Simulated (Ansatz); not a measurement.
# MnS (Browneite): the cost of one run

Method: DFT PBE+U (U_eff = 3.9 eV on Mn 3d), scalar-relativistic, plane waves, PAW, in Ansatz 0.2.0.

### Step 1. The system as given

It takes space group F-43m (No. 216, cubic). The conventional cell has a = 5.749 Å, b = 5.749 Å, c = 5.749 Å, α = 90.00°, β = 90.00°, γ = 90.00°. Mn (site symmetry -43m) is surrounded by 4 S at 2.49 Å. Around S (site symmetry -43m) lie 4 Mn at 2.49 Å.

As a file:

```
CELL_PARAMETERS angstrom
0.00000 2.87434 2.87434
2.87434 0.00000 2.87434
2.87434 2.87434 0.00000
ATOMIC_POSITIONS crystal
Mn 0.00000 0.00000 0.00000
S 0.25000 0.25000 0.25000
```

An earlier run at PBE+U (U_eff = 3.9 eV on Mn 3d) left this cell at 23.747 Å³/atom and -0.03 GPa (6×6×6 mesh).

### Step 2. Antiferromagnetic, propagation vector (1, 0, 0)

Input file input.yaml:

```yaml
crystal:
  lattice:
    - [0.0, 2.8743393576, -2.8743393576]
    - [0.0, 2.8743393576, 2.8743393576]
    - [5.7486787152, 0.0, 0.0]
  atoms:
    - { symbol: Mn, position: [0.0, 0.0, 0.0], spin: 5.0 }
    - { symbol: S, position: [0.0, 0.5, 0.25] }
    - { symbol: Mn, position: [0.5, 0.5, 0.5], spin: -5.0 }
    - { symbol: S, position: [0.5, 1.0, 0.75] }
basis:
  ecutwfc: 300
  ecutrho_ratio: 4
kpoints:
  mp_grid: { grid: [4, 4, 4] }
hamiltonian:
  xc: pbe
  hubbard: { sites: [{ species: Mn, l: d, u_eff: 3.9 }] }
scf:
  occupations: { method: gaussian, width: 0.05 }
output:
  forces: true
  stress: true
  eigenvalues: true
  populations: true
  hubbard: { sites: [{ species: Mn, l: d }] }
magnetization:
  spin_polarized: true
```

On the command line:

```sh
> ansatz run input.yaml --threads 1 --pin off --max-ram 2560MiB --backend cpu --events-out ev --progress --plain --runs-dir out
```

Q: Estimate wall time and peak memory on 1 thread of Intel Xeon Platinum 8259CL at 2.50GHz (Skylake/Cascade Lake), shared host.

About 7.5 s, with a peak of 0.44 GiB.
